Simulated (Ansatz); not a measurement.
A run of Ansatz 0.2.0:

File input.yaml:

```yaml
crystal:
  lattice:
    - [0.0, 2.57415, 2.57415]
    - [2.57415, 0.0, 2.57415]
    - [2.57415, 2.57415, 0.0]
  atoms:
    - { symbol: Sn, position: [0.0, 0.0, 0.0] }
    - { symbol: O, position: [0.75, 0.75, 0.75] }
    - { symbol: O, position: [0.25, 0.25, 0.25] }
hamiltonian:
  xc: { exchange: pbe, correlation: pbe, exx: { coeff: 0.25, omega: 0.2 } }
  pseudopotentials: { kind: paw }
kpoints:
  mp_grid: { grid: [5, 5, 5] }
scf:
  occupations: { method: fermi_dirac, width: 0.05 }
output:
  forces: true
  stress: true
  eigenvalues: true
```

Potentials or basis: Ansatz PAW.

Launch:

```sh
$ ansatz run input.yaml --threads 2 --pin off --max-ram 5632MiB --backend cpu --events-out ev --progress --plain --runs-dir out
```

Hardware: 2 threads of Intel(R) Xeon(R) 6975P-C (Granite Rapids) (shared host).

Task: How long does it take, and how much memory?

Result: It took 7.2 s on 2 threads of Intel(R) Xeon(R) 6975P-C (Granite Rapids), on a shared host, peak memory 0.8 GiB. Counts: scf iterations 16, plane waves 645, k points 10, bands 17.
